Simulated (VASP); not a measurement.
Wanted: the native input for a VASP 6.6.1 run.

| Quantity | Value |
| --- | --- |
| Task | single point |
| Functional | revPBE |
| Dispersion | D4 |
| Potentials or basis | VASP PAW PBE potentials, release 64 (Cd) |
| Cutoff | 520 eV |
| k mesh | 10 × 10 × 10 |
| Occupations | methfessel-paxton, width 0.005 eV |
| Spin | no spin polarisation |
| Dipole correction | no |
| Further INCAR settings | ALGO = Fast; EDIFF = 1e-07; NBANDS = 12 |

The structure of Cd lies in POSCAR:

```
Cd
1.0
    1.5787800000      0.9278660000      2.4996140000
   -1.6039740000      0.9390300000      2.5119230000
   -0.0029290000     -1.8236310000      2.4893690000
Cd
1
Direct
    0.0063080000     -0.0022810000      0.0221660000
```

This isn't the form of Cd at room conditions, which is hcp.

These files were run (other wordings do the same):

INCAR

```
PREC = Accurate
ENCUT = 520
EDIFF = 1E-7
ISMEAR = 1
SIGMA = 0.005
LREAL = False
LASPH = True
NELM = 100
ALGO = Fast
ISIF = 2
LWAVE = False
LCHARG = False
GGA = RE
IVDW = 13
NBANDS = 12
```

KPOINTS

```
regular mesh
0
Gamma
  10 10 10
```

Potentials or basis: VASP PAW PBE potentials, release 64 (Cd).

Launch:

```console
$ cat potpaw_PBE.64/Cd/POTCAR > POTCAR
$ mpirun -np 1 vasp_std > vasp.out
```

It gave:

```yaml
Pressure: -0.4 GPa
Band_gap_on_the_k_mesh: none (metal or under the smearing width)
Dispersion_energy_per_atom: -0.665 eV
```

Caveat: the PAW data sets were made with another functional, which shifts forces and pressure a little; pairwise dispersion overbinds metals, which lowers pressure and volume.

It took 3.1 min on 1 thread of AMD EPYC 7R43 64-Core Processor (Zen 3) (shared host), peak memory 0.2 GiB.
